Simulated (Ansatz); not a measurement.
AlAs in the zincblende structure, relaxed with r2SCAN, was run in Ansatz under altered settings. All numbers are computed, without spin polarisation but where a row says otherwise.

```
Al As
1.0
     0.00000    2.83892    2.83892
     2.83892    0.00000    2.83892
     2.83892    2.83892    0.00000
Al As
1 1
Direct
  0.00000 0.00000 0.00000
  0.25000 0.25000 0.25000
```

The base run's other keys:
```yaml
kpoints:
  mp_grid: { grid: [4, 4, 4] }
hamiltonian:
  xc: hse06
scf:
  occupations: { method: fixed }
  n_extra_bands: 4
```

It takes 12 iterations with 893 plane waves at 420 eV and 8 k points, and leaves a mean stress of +0.47 GPa. The gap over this mesh is 2.104 eV.

Outcomes, with energy and stress as changes against the base:
```tsv
setting	outcome	ΔF (meV/atom)	Δ mean stress (GPa)	gap on the mesh (eV)	iterations
PBE hybrid, exx coeff 1.0, omega 0.5 1/Å	converged	–	-2.0	2.643	18
scf.exx.q_mesh: [5, 5, 5]	refused	–	–	–	–
scf.exx.singularity: none	converged	+0.1	0.0	2.104	12
PBE hybrid, exx coeff -0.2, omega 0.2078 1/Å	refused	–	–	–	–
accuracy: low	converged	0.0	0.0	2.104	12
scf.occupations: gaussian 0.05	converged	0.0	0.0	2.104	12
```
A dash marks a value that wasn't obtained or can't be compared. Stress is positive in compression.

- PBE hybrid, exx coeff 1.0, omega 0.5 1/Å. That is 100 % exact exchange, screened with ω = 0.5 1/Å, against HSE06's 25 % screened at 0.208 1/Å. The mean stress moves by -2.0 GPa and the gap on the mesh by +0.539 eV (to 2.643). Totals of different functionals aren't comparable.
- scf.exx.q_mesh: [5, 5, 5]. The program doesn't start. Error: invalid value for `scf.exx.q_mesh`: must divide elementwise kpoints.mp_grid.grid
- PBE hybrid, exx coeff -0.2, omega 0.2078 1/Å. The program doesn't start. Error: invalid value for `hamiltonian.xc.exx.coeff`: must be finite and in (0, 1]; got -0.2

Within 1 meV an atom, 0.1 GPa and 0.005 eV of the base stay: scf.exx.singularity: none; accuracy: low; scf.occupations: gaussian 0.05.

The runs are scalar-relativistic, without spin-orbit coupling.

The program warns that its thresholds are loose for a hybrid's stress.

The meshes of the hybrids are coarse, so their gaps aren't converged to the digits shown.
